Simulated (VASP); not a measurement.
Wanted: the native input for a VASP 6.6.1 run.

```yaml
Task: relaxation of cell and atoms
Functional: PBEsol
Potentials_or_basis: VASP PAW PBE potentials, release 64 (Hg, S)
Cutoff: 600 eV
k_mesh: 10 × 10 × 10
Occupations: gaussian, width 0.03 eV
Spin: no spin polarisation
Further_INCAR_settings: ALGO = Normal; EDIFF = 1e-06; IBRION = 2; EDIFFG = -0.01; NSW = 90; ISIF = 3
```

The structure of HgS lies in POSCAR:

```
HgS
1.0
    0.0000000000      2.9258500000      2.9258500000
    2.9258500000      0.0000000000      2.9258500000
    2.9258500000      2.9258500000      0.0000000000
Hg S
1 1
Direct
    0.0000000000      0.0000000000      0.0000000000
    0.2500000000      0.2500000000      0.2500000000
```

The cell was built by a generator and needn't be a form met in nature.

One way to write it, as run:

INCAR

```
  PREC = Accurate
  ENCUT = 600
  EDIFF = 1E-6
  ISMEAR = 0
  SIGMA = 0.03
  LREAL = False
  LASPH = True
  NELM = 80
  ALGO = Normal
  ISIF = 3
  LWAVE = False
  LCHARG = False
  GGA = PS
  IBRION = 2
  NSW = 90
  EDIFFG = -0.01
```

KPOINTS

```
regular mesh
0
Gamma
  10 10 10
```

Potentials or basis: VASP PAW PBE potentials, release 64 (Hg, S).

Run with:

```sh
$ cat potpaw_PBE.64/Hg/POTCAR potpaw_PBE.64/S/POTCAR > POTCAR
$ mpirun -np 1 vasp_std > vasp.out
```

Results of the run:

```json
{
  "Relaxed volume": "25.53 Å³/atom",
  "Relaxed cell": "a = 4.164 Å, b = 4.164 Å, c = 4.164 Å, α = 60.00°, β = 60.00°, γ = 60.00°",
  "Space group after relaxing (to 0.05 Å)": "F-43m (No. 216)",
  "Energy gained by relaxing": "1.8 meV/atom",
  "Ionic steps": "3",
  "Pressure after relaxing": "0.0 GPa",
  "Band gap on the k mesh": "none (metal or under the smearing width)"
}
```

Caveat: the PAW data sets were made with another functional, which shifts forces and pressure a little.

Run time: 99 s on 1 thread of AMD EPYC 7R13 Processor (Zen 3), with other jobs on the host, peak memory 0.2 GiB.
